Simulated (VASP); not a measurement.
Input of a VASP 6.6.1 run:

Contents of INCAR:

```
SYSTEM = BN
PREC = Accurate
ENCUT = 520
EDIFF = 1E-6
ISMEAR = 0
SIGMA = 0.02
LREAL = .False.
LASPH = .True.
NELM = 100
ALGO = Normal
ISIF = 2
LWAVE = .False.
LCHARG = .True.
LVHAR = .True.
```

The input KPOINTS:

```
Automatic mesh
0
Gamma
  9 7 9
  0 0 0
```

POSCAR

```
BN                                      
1.0
    2.5391285274      0.0000000000      0.0000000000
    0.0000000000      3.5908700000      0.0000000000
    0.0000000000      0.0000000000      2.5312296804
  B               N             
     2     2
Direct
     0.0000000000000000    0.9999665407258277    0.0000000000000000
     0.5000000000000000    0.4999665407258277    0.5000000000000000
     1.0000000000000000    0.2500334592741723    0.5000000000000000
     0.5000000000000000    0.7500334592741723    0.0000000000000000
```

Potentials or basis: VASP PAW LDA potentials, release 64 (B, N).

Launch:

```sh
$ cat potpaw_LDA.64/B/POTCAR potpaw_LDA.64/N/POTCAR > POTCAR
$ mpirun -np 1 vasp_std > vasp.out
```

**Question.** What does it give for the pressure?

**Answer.** -1.2 GPa.

**Question.** Estimate the band gap on the k mesh.

**Answer.** 4.37 eV.

Stress tensor (GPa, compression positive):
```
-2.38  0.00  0.00
 0.00 -1.89  0.00
 0.00  0.00  0.57
```

Caveat: an odd mesh through Γ misses points on the zone boundary, where band edges often lie.
